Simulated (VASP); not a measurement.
Here is a VASP 6.6.1 calculation.

The input INCAR:

```
SYSTEM = InSb
PREC     = Accurate       ! precision mode
ENCUT    = 600            ! plane-wave cutoff, eV
EDIFF    = 1E-7           ! SCF threshold, eV
ISMEAR   = 0              ! smearing method
SIGMA    = 0.03           ! smearing width, eV
LREAL    = .FALSE.        ! projectors in reciprocal space
LASPH    = .TRUE.         ! aspherical terms in the spheres
NELM     = 80             ! most SCF steps
ALGO     = Normal         ! electronic algorithm
ISIF     = 3              ! what is computed and relaxed
LWAVE    = .FALSE.        ! write WAVECAR
LCHARG   = .FALSE.        ! write CHGCAR
GGA      = PE             ! functional
IBRION   = 2              ! ionic algorithm
NSW      = 90             ! ionic steps
EDIFFG   = -0.005         ! ionic threshold
```

File KPOINTS:

```
Automatic mesh
0
G
  10 10 10
  0 0 0
```

POSCAR

```
InSb                                    
1.0
    0.0000000000      3.3168267494      3.3168267494
    3.3168267494     -0.0000000000      3.3168267494
    3.3168267494      3.3168267494      0.0000000000
  In              Sb            
     1     1
Direct
     0.0000000000000000    0.0000000000000000    0.0000000000000000
     0.2500000000000000    0.2500000000000000    0.2500000000000000
```

Potentials or basis: VASP PAW PBE potentials, release 64 (In_d, Sb).

The run is started by

```sh
$ cat potpaw_PBE.64/In_d/POTCAR potpaw_PBE.64/Sb/POTCAR > POTCAR
$ mpirun -np 1 vasp_std > vasp.out
```

Problem. Predict the space group after relaxing (to 0.05 Å).

Solution. F-43m (No. 216).

Problem. What does it give for the band gap on the k mesh?

Solution. None (metal or under the smearing width).

Problem. Predict the relaxed volume.

Solution. 36.52 Å³/atom.

Final structure:
```yaml
crystal:
  lattice:
    - [0.00000, 3.31764, 3.31764]
    - [3.31764, 0.00000, 3.31764]
    - [3.31764, 3.31764, 0.00000]
  atoms:
    - { symbol: In, position: [0.00000, 0.00000, 0.00000] }
    - { symbol: Sb, position: [0.25000, 0.25000, 0.25000] }
```

Caveat: this crystal is a semiconductor, whose small gap the functional closes, so the metal is an error of the method. The run has no spin-orbit coupling, so splittings on Sb are missing.
